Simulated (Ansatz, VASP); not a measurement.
Two plane-wave programs on Mg3Te

```
Te Mg
1.0
    -2.15353    2.15353    5.31747
     2.15353   -2.15353    5.31747
     2.15353    2.15353   -5.31747
Te Mg
1 3
Direct
  0.00000 0.00000 0.00000
  0.25000 0.75000 0.50000
  0.75000 0.25000 0.50000
  0.50000 0.50000 0.00000
```

Change from the starting cell: volume scaled by 1.02.

Alike in both runs: task single point; functional PBEsol; k mesh 9 × 9 × 9; occupations fermi-dirac, width 0.05 eV; no spin polarisation.

|  | VASP | Ansatz |
| --- | --- | --- |
| version | VASP 6.6.1 | Ansatz 0.2.0 |
| potentials or method | VASP PAW PBE potentials, release 64 (Te, Mg) | Ansatz PAW |
| plane-wave cutoff (eV) | 520 | 420 |
| valence electrons in the cell | 12 | 46 |

Ansatz gave:

| Property | Result |
| --- | --- |
| gap on the k mesh at the Fermi level (eV) | none |
| pressure (GPa) | -1.7 |

**Question.** Estimate VASP's values.

**Answer.** gap on the k mesh at the Fermi level (eV): none; pressure (GPa): -1.8.

A gap of «none» marks a metal or a gap that the smearing closes. With one functional, cell and mesh, what is left measures potentials, basis and numerics. The two sets of potentials don't hold the same shells in valence.

Caveats: the PAW data sets were made with another functional, which shifts forces and pressure a little (VASP); the PAW data sets come from PBE, with cores solved anew for the run's functional, which leaves a small shift of forces and pressure (Ansatz). The runs have no spin-orbit coupling, so splittings on Te are missing.
